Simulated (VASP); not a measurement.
# MoS2 (P-6m2) in VASP: further runs

Runs on MoS2. Level: PBE+D3(BJ). Tasks: single point.

All numbers are computed with VASP 6.6.1; they aren't measurements. Logs are shortened: lines on timing, memory, paths and dates and some standing lists are left out, and cuts for length are marked.

**1. The structure**

It takes space group P-6m2 (No. 187, hexagonal). The conventional cell has a = 3.149 Å, b = 3.149 Å, c = 18.754 Å, α = 90.00°, β = 90.00°, γ = 120.00°. Mo (site symmetry -6m2) is surrounded by 6 S at 2.40 Å. Mo (site symmetry 3m) is surrounded by 6 S at 2.40 Å. Around S (site symmetry 3m) lie 3 Mo at 2.40 Å. Around S (site symmetry 3m) lie 3 Mo at 2.40 Å. Around S (site symmetry 3m) lie 3 Mo at 2.40 Å.

Measurements of this composition are mostly on another form, of space group No. 194.

**2. Single point, PBE+D3(BJ)**

Input file INCAR:

```
ALGO = Fast ; EDIFF = 1E-6
ENCUT = 520 ; GGA = PE
ISIF = 2 ; ISMEAR = 0
IVDW = 12 ; LASPH = True
LCHARG = False ; LREAL = False
LWAVE = False ; NBANDS = 49
NELM = 100 ; PREC = Accurate
SIGMA = 0.02
```

Input file KPOINTS:

```
k-points
0
Gamma
  12 12 2
```

Input file POSCAR:

```
MoS2
1.0
    3.1494121171      0.0000000000      0.0000000000
   -1.5747060585      2.7274709004      0.0000000000
    0.0000000000      0.0000000000     18.7539464414
Mo S
3 6
Direct
    0.6666666667      0.3333333333      0.0000000000
    0.3333333333      0.6666666667      0.6773040817
    0.3333333333      0.6666666667      0.3226959183
    0.3333333333      0.6666666667      0.0834878213
    0.6666666667      0.3333333333      0.7608217706
    0.6666666667      0.3333333333      0.4062115672
    0.3333333333      0.6666666667      0.9165121787
    0.6666666667      0.3333333333      0.5937884328
    0.6666666667      0.3333333333      0.2391782294
```

Potentials or basis: VASP PAW PBE potentials, release 64 (Mo_sv, S).

Started as:

```sh
> cat potpaw_PBE.64/Mo_sv/POTCAR potpaw_PBE.64/S/POTCAR > POTCAR
> mpirun -np 1 vasp_std > vasp.out
```

OUTCAR:

```text
EDIFF = 1E-6
   ENCUT = 520
   GGA = PE
   ISIF = 2
   ISMEAR = 0
   IVDW = 12
   LASPH = True
   LREAL = False
   NELM = 100
   PREC = Accurate
 IVDW          = 12

 ion  position               nearest neighbor table
   1  0.667  0.333  0.000-   4 2.40   7 2.40   4 2.40   7 2.40   4 2.40   7 2.40
   2  0.333  0.667  0.677-   8 2.40   8 2.40   8 2.40   5 2.40   5 2.40   5 2.40
   3  0.333  0.667  0.323-   6 2.40   6 2.40   6 2.40   9 2.40   9 2.40   9 2.40
   4  0.333  0.667  0.083-   1 2.40   1 2.40   1 2.40
   5  0.667  0.333  0.761-   2 2.40   2 2.40   2 2.40
   6  0.667  0.333  0.406-   3 2.40   3 2.40   3 2.40
   7  0.333  0.667  0.917-   1 2.40   1 2.40   1 2.40
   8  0.667  0.333  0.594-   2 2.40   2 2.40   2 2.40
   9  0.667  0.333  0.239-   3 2.40   3 2.40   3 2.40

  LATTYP: Found a hexagonal cell.
 ALAT       =     3.1494121171
 C/A-ratio  =     5.9547451220

  Lattice vectors:

 A1 = (   3.1494121171,   0.0000000000,   0.0000000000)
 A2 = (  -1.5747060585,   2.7274709004,   0.0000000000)
 A3 = (   0.0000000000,   0.0000000000,  18.7539464414)

Analysis of symmetry for initial positions (statically):
=====================================================================
 Subroutine PRICEL returns:
 Original cell was already a primitive cell.

 Routine SETGRP: Setting up the symmetry group for a
 hexagonal supercell.

 Subroutine GETGRP returns: Found 12 space group operations
 (whereof 12 operations were pure point group operations)
 out of a pool of 24 trial point group operations.

The static configuration has the point symmetry D_3h.

Analysis of symmetry for dynamics (positions and initial velocities):
=====================================================================
 Subroutine PRICEL returns:
 Original cell was already a primitive cell.

 Routine SETGRP: Setting up the symmetry group for a
 hexagonal supercell.

 Subroutine GETGRP returns: Found 12 space group operations
 (whereof 12 operations were pure point group operations)
 out of a pool of 24 trial point group operations.

The dynamic configuration has the point symmetry D_3h.

 Subroutine INISYM returns: Found 12 space group operations
 (whereof 12 operations are pure point group operations),
 and found     1 'primitive' translations

[... 113 lines left out ...]
   NFREE  =      0    steps in history (QN), initial steepest desc. (CG)
   ISIF   =      2    stress and relaxation
   ISYM   =      2    0-nonsym 1-usesym 2-fastsym
   POTIM  = 0.5000    time-step for ionic-motion
   TEBEG  =    0.0;   TEEND  =   0.0 temperature during run
   PSTRESS=    0.0 pullay stress
   NELECT =      78.0000    total number of electrons
   NUPDOWN=      -1.0000    fix difference up-down
   EMIN   =  10.00;   EMAX   =-10.00  energy-range for DOS
   EFERMI =   0.00;   METHOD = LEGACY
   ISMEAR =     0;   SIGMA  =   0.02  broadening in eV -4-tet -1-fermi 0-gaus
   EFERMI_NEDOS =   21; number of points for ismear=-14 and -15
   IALGO  =     68    algorithm
   IMIX   =      4    mixing-type and parameters
     AMIX     =   0.40;   BMIX     =  1.00
     AMIX_MAG =   1.60;   BMIX_MAG =  1.00
  volume/ion in A,a.u.               =      17.90       120.79
  Fermi-wavevector in a.u.,A,eV,Ry     =   1.285520  2.429281 22.484477  1.652562
  Thomas-Fermi vector in A             =   2.417650
   LORBIT       =      0    0 simple, 1 ext, 2 COOP (PROOUT), +10 PAW based schemes
   GGA     = PE    functional components
   LHFCALC =     F    Hartree Fock is set to
   AEXX    =    0.0000 exact exchange contribution
   IVDW    =    12    specifies the selected vdW correction
   LEPSILON=     F    determine dielectric tensor
   LRPA    =     F    only Hartree local field effects (RPA)
 non-spin polarized calculation
 RMM-DIIS sequential band-by-band and
 Gauss-broadening in eV      SIGMA  =   0.02
  energy-cutoff  :      520.00
  volume of cell :      161.10
 maximum number of plane-waves:      4370
 NGX is ok and might be reduce to    24
   NGX = 11   NGY = 11   NGZ = 69

 number of electron      77.9999998 magnetization

 Free energy of the ion-electron system (eV)
  ---------------------------------------------------
  ext. energy  EPLUGINS =         0.00000000
  ---------------------------------------------------
  free energy    TOTEN  =       -65.34711041 eV

  energy without entropy =      -65.34711041  energy(sigma->0) =      -65.34711041

 E-fermi :   7.6644     XC(G=0): -10.7555

 val. band max:        7.4541834466   @ k =   0.0000   0.0000   0.5000
 cond. band min:       8.3592392354   @ k =   0.1667   0.1667   0.0000
 fundamental gap:      0.9050557887
 Fermi energy:         7.6644139911

 k-point     1 :       0.0000    0.0000    0.0000
  band No.  band energies     occupation
      1     -54.0222      2.00000
      2     -54.0217      2.00000
      3     -54.0217      2.00000
      4     -28.1867      2.00000
      5     -28.1867      2.00000
      6     -28.1858      2.00000
[... 1237 lines left out ...]
     48      10.6843      0.00000
     49      10.8026      0.00000

 [... further k-points ...]

------------------------ aborting loop because EDIFF is reached ----------------------------------------

 Edisp (eV)   -3.81357

 E8    (eV) :    -1.5387

  FORCE on cell =-STRESS in cart. coord.  units (eV):
  Direction    XX          YY          ZZ          XY          YZ          ZX
  --------------------------------------------------------------------------------------
  -------------------------------------------------------------------------------------
  Total      -0.11316    -0.11316    -0.20265    -0.00000     0.00000     0.00000
  in kB      -1.12547    -1.12547    -2.01549    -0.00000     0.00000     0.00000
  external pressure =       -1.42 kB  Pullay stress =        0.00 kB

 VOLUME and BASIS-vectors are now :
 -----------------------------------------------------------------------------
  energy-cutoff  :      520.00
  volume of cell :      161.10
      direct lattice vectors                 reciprocal lattice vectors
     3.149412117  0.000000000  0.000000000     0.317519576  0.183320013  0.000000000
    -1.574706058  2.727470900  0.000000000     0.000000000  0.366640025  0.000000000
     0.000000000  0.000000000 18.753946441     0.000000000  0.000000000  0.053322110

 POSITION                                       TOTAL-FORCE (eV/Angst)
 -----------------------------------------------------------------------------------
      1.57471      0.90916      0.00000         0.000000     -0.000000      0.000000
     -0.00000      1.81831     12.70212        -0.000000      0.000000     -0.001713
     -0.00000      1.81831      6.05182        -0.000000      0.000000      0.001713
     -0.00000      1.81831      1.56573         0.000000      0.000000     -0.008600
      1.57471      0.90916     14.26841        -0.000000      0.000000     -0.009363
      1.57471      0.90916      7.61807        -0.000000      0.000000     -0.010219
     -0.00000      1.81831     17.18822         0.000000      0.000000      0.008600
      1.57471      0.90916     11.13588        -0.000000      0.000000      0.010219
      1.57471      0.90916      4.48554        -0.000000      0.000000      0.009363
 -----------------------------------------------------------------------------------
    total drift:                                0.000000     -0.000000      0.000000

  FREE ENERGIE OF THE ION-ELECTRON SYSTEM (eV)
  ---------------------------------------------------
  free  energy   TOTEN  =       -69.1606764975 eV

  energy  without entropy=      -69.1606764975  energy(sigma->0) =      -69.16067650
```

OSZICAR:

```text
N       E                     dE             d eps       ncg     rms          rms(c)
DAV:   1     0.718487346562E+03    0.71849E+03   -0.43721E+04  4036   0.151E+03
DAV:   2    -0.277275718285E+02   -0.74621E+03   -0.71897E+03  4520   0.394E+02
DAV:   3    -0.686305247798E+02   -0.40903E+02   -0.40167E+02  4548   0.833E+01
DAV:   4    -0.696641202361E+02   -0.10336E+01   -0.10278E+01  4640   0.130E+01
DAV:   5    -0.696909916284E+02   -0.26871E-01   -0.26846E-01  4749   0.205E+00    0.426E+01
RMM:   6    -0.661678979246E+02    0.35231E+01   -0.22767E+01  3897   0.180E+01    0.145E+01
RMM:   7    -0.654493562933E+02    0.71854E+00   -0.37536E+00  3766   0.760E+00    0.973E+00
RMM:   8    -0.653552642139E+02    0.94092E-01   -0.17766E+00  4092   0.524E+00    0.205E+00
RMM:   9    -0.653480443152E+02    0.72199E-02   -0.25024E-01  4488   0.213E+00    0.887E-01
RMM:  10    -0.653459752131E+02    0.20691E-02   -0.56502E-02  4603   0.931E-01    0.204E-01
RMM:  11    -0.653469482932E+02   -0.97308E-03   -0.11927E-02  5089   0.360E-01    0.119E-01
RMM:  12    -0.653471017948E+02   -0.15350E-03   -0.18687E-03  5281   0.143E-01    0.594E-02
RMM:  13    -0.653470955946E+02    0.62002E-05   -0.36483E-04  4794   0.674E-02    0.247E-02
RMM:  14    -0.653471082318E+02   -0.12637E-04   -0.11071E-04  5007   0.334E-02    0.157E-02
RMM:  15    -0.653471098731E+02   -0.16414E-05   -0.29235E-05  4395   0.189E-02    0.452E-03
RMM:  16    -0.653471101325E+02   -0.25939E-06   -0.10292E-05  4129   0.933E-03    0.159E-03
RMM:  17    -0.653471104115E+02   -0.27900E-06   -0.23125E-06  3143   0.449E-03
   1 F= -.69160676E+02 E0= -.69160676E+02  d E =-.404490E-52
```

stdout:

```text
POSCAR found type information on POSCAR MoS
 POSCAR found :  2 types and       9 ions
 scaLAPACK will be used
 LDA part: xc-table for (Slater+PW92), standard interpolation
 POSCAR, INCAR and KPOINTS ok, starting setup
 FFT: planning ... GRIDC
 FFT: planning ... GRID_SOFT
 FFT: planning ... GRID
 WAVECAR not read
 entering main loop
```

Run time: 5.7 min. Hardware: 1 thread of AMD EPYC 7R13 (Zen 3), shared host; peak memory 0.38 GiB.

What came out:

- Free energy: -69.1607 eV
- Pressure: -0.1 GPa
- Largest force: 0.010 eV/Å
- Band gap on the k mesh: 0.90 eV, indirect (least direct gap 1.72 eV)
- Dispersion energy per atom: -0.424 eV

Forces in eV/Å, atoms in the order of the input:
```
Mo   0.000  0.000  0.000
Mo   0.000  0.000 -0.002
Mo   0.000  0.000  0.002
S    0.000  0.000 -0.009
S    0.000  0.000 -0.009
S    0.000  0.000 -0.010
S    0.000  0.000  0.009
S    0.000  0.000  0.010
S    0.000  0.000  0.009
```

Stress tensor (GPa, compression positive):
```
-0.11  0.00  0.00
 0.00 -0.11  0.00
 0.00  0.00 -0.20
```

**3. Single point, PBE+D3(BJ), collinear spin, typed start**

This run uses another cell than the first one, of 27.69 Å³/atom, 1.547 times its volume.

Input file INCAR:

```
PREC = Accurate ; ENCUT = 520
EDIFF = 1E-6 ; ISMEAR = 0
SIGMA = 0.1 ; LREAL = False
LASPH = True ; NELM = 150
ALGO = Normal ; ISIF = 2
LWAVE = False ; LCHARG = True
ISPIN = 2 ; MAGMOM = 1 1 1 0 0 0 0 0 0
LORBIT = 11 ; LMAXMIX = 4
GGA = PE ; IVDW = 12
LELF = True ; LVHAR = True
NBANDS = 53
```

Input file KPOINTS:

```
regular mesh
0
Gamma
  6 6 1
```

Input file POSCAR:

```
MoS2
1.0
    3.1840155185      0.0000000000      0.0000000000
   -1.5920077592      2.7574383250      0.0000000000
    0.0000000000      0.0000000000     28.3873198000
Mo S
3 6
Direct
    0.6666666700      0.3333333300      0.0000000000
    0.3333333300      0.6666666700      0.7718352300
    0.3333333300      0.6666666700      0.2281647700
    0.3333333300      0.6666666700      0.0546658800
    0.6666666700      0.3333333300      0.8265069100
    0.6666666700      0.3333333300      0.2828124900
    0.3333333300      0.6666666700      0.9453341200
    0.6666666700      0.3333333300      0.7171875100
    0.6666666700      0.3333333300      0.1734930900
```

Potentials or basis: VASP PAW PBE potentials, release 64 (Mo_sv, S).

Started as:

```sh
> cat potpaw_PBE.64/Mo_sv/POTCAR potpaw_PBE.64/S/POTCAR > POTCAR
> mpirun -np 1 vasp_std > vasp.out
```

Run time: 5.6 min. Hardware: 1 thread of Intel Xeon Platinum 8488C (Sapphire Rapids), shared host; peak memory 0.5 GiB.

It converged, with:

```
Free energy                                           : -68.8593 eV
Largest force                                         : 0.163 eV/Å
Band gap on the k mesh                                : 1.19 eV, indirect (least direct gap 1.63 eV)
Net moment                                            : 0.00 μB per cell
Valence electrons inside the program's atomic spheres : Mo 12.45; S 3.71
Dispersion energy per atom                            : -0.370 eV
```

Forces on the atoms (eV/Å):
```
Mo   0.000  0.000  0.000
Mo   0.000  0.000  0.053
Mo   0.000  0.000 -0.053
S    0.000  0.000  0.154
S    0.000  0.000  0.163
S    0.000  0.000  0.097
S    0.000  0.000 -0.154
S    0.000  0.000 -0.097
S    0.000  0.000 -0.163
```

Levels at points of the mesh, in eV from the valence-band top:
Spin up:
```tsv
k point	band 36	band 37	band 38	band 39	band 40	band 41	band 42	band 43
(0.00, 0.00, 0.00)	-1.64	-0.63	-0.27	0.00	2.31	2.31	2.31	2.31
(0.50, 0.00, 0.00)	-1.43	-1.11	-1.08	-1.06	1.78	1.79	1.80	2.25
```
Spin down:
| k point | band 37 | band 38 | band 39 | band 40 | band 41 | band 42 |
| --- | --- | --- | --- | --- | --- | --- |
| (0.00, 0.00, 0.00) | -0.63 | -0.27 | 0.00 | 2.31 | 2.31 | 2.31 |
| (0.50, 0.00, 0.00) | -1.11 | -1.08 | -1.06 | 1.78 | 1.79 | 1.80 |

(Part 1 of 2 ends here.)
